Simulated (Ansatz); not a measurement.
Theory: DFT, revPBE, plane waves (420 eV) with PAW, scalar-relativistic (Ansatz 0.2.0). (PAW data from PBE, frozen cores regenerated.)

An element in the omega (AlB2-type) structure gives this curve. The cell is scaled uniformly from the relaxed one, with fractional coordinates and shape fixed. Energies are extrapolated to zero smearing, pressures are those at the given smearing. Magnetic state: spin not included.

```csv
V (Å³/atom),E − E₀ (meV/atom),P (GPa)
12.909,185.3,39.78
13.496,73.3,23.12
14.083,15.5,10.09
14.669,0.0,-0.07
15.256,17.5,-7.98
15.843,60.6,-14.11
16.430,123.5,-18.83
```

Problem. Which element is it?
A. rhenium
B. molybdenum
C. rhodium
D. vanadium

Solution. C. Its fit is V₀ = 14.63 Å³/atom, B₀ = 227 GPa, B₀′ = 5.2.
